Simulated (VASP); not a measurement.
Wanted: the native input for a VASP 6.6.1 run.

* Task: relaxation of cell and atoms
* Functional: r2SCAN
* Potentials or basis: VASP PAW PBE potentials, release 64 (Pb_d, S)
* Cutoff: 520 eV
* k mesh: 10 × 10 × 10
* Occupations: gaussian, width 0.02 eV
* Spin: no spin polarisation
* Further INCAR settings: ALGO = Normal; EDIFF = 1e-07; IBRION = 2; EDIFFG = -0.002; NSW = 80; ISIF = 3

The structure of PbS lies in POSCAR:

```
PbS
1.0
    0.0000000000      2.9657500000      2.9657500000
    2.9657500000      0.0000000000      2.9657500000
    2.9657500000      2.9657500000      0.0000000000
Pb S
1 1
Direct
    0.0000000000      0.0000000000      0.0000000000
    0.5000000000      0.5000000000      0.5000000000
```

The input as run:

INCAR

```
  PREC = Accurate
  ENCUT = 520
  EDIFF = 1E-7
  ISMEAR = 0
  SIGMA = 0.02
  LREAL = False
  LASPH = True
  NELM = 80
  ALGO = Normal
  ISIF = 3
  LWAVE = False
  LCHARG = False
  METAGGA = R2SCAN
  LMIXTAU = True
  IBRION = 2
  NSW = 80
  EDIFFG = -0.002
```

KPOINTS

```
Automatic mesh
0
Gamma
  10 10 10
```

Potentials or basis: VASP PAW PBE potentials, release 64 (Pb_d, S).

Command:

```console
$ cat potpaw_PBE.64/Pb_d/POTCAR potpaw_PBE.64/S/POTCAR > POTCAR
$ mpirun -np 1 vasp_std > vasp.out
```

It gave:

```json
{
  "Relaxed volume": "26.64 Å³/atom",
  "Relaxed cell": "a = 4.224 Å, b = 4.224 Å, c = 4.224 Å, α = 60.00°, β = 60.00°, γ = 60.00°",
  "Space group after relaxing (to 0.05 Å)": "Fm-3m (No. 225)",
  "Energy gained by relaxing": "2.2 meV/atom",
  "Ionic steps": "5",
  "Pressure after relaxing": "0.0 GPa",
  "Band gap on the k mesh": "0.70 eV, direct"
}
```

Caveat: the PAW data sets were made with another functional, which shifts forces and pressure a little; spin-orbit coupling is left out, which as a rule narrows the gap of such compounds by several tenths of an eV.

Wall time 5.1 min on 1 thread of Intel(R) Xeon(R) Platinum 8259CL CPU @ 2.50GHz (Skylake/Cascade Lake), with other jobs on the host, peak memory 0.22 GiB.
